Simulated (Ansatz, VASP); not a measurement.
**La in VASP and in Ansatz**

```
CELL_PARAMETERS angstrom
0.00000 2.64800 2.64800
2.64800 0.00000 2.64800
2.64800 2.64800 0.00000
ATOMIC_POSITIONS crystal
La 0.00000 0.00000 0.00000
```

Alike in both runs: task single point; functional PBE; k mesh 12 × 12 × 12; occupations fermi-dirac, width 0.05 eV; no spin polarisation.

|  | VASP | Ansatz |
| --- | --- | --- |
| version | VASP 6.6.1 | Ansatz 0.2.0 |
| potentials or method | VASP PAW PBE potentials, release 64 (La), cutoff 520 eV | all-electron LAPW, scalar-relativistic |

|  | VASP | Ansatz | Ansatz less VASP |
| --- | --- | --- | --- |
| pressure (GPa) | -0.2 | -0.2 | -0.03 |

Ansatz ran all-electron here, so the differences hold the error of VASP's frozen core and of both bases.

The runs have no spin-orbit coupling, so splittings on La are missing.
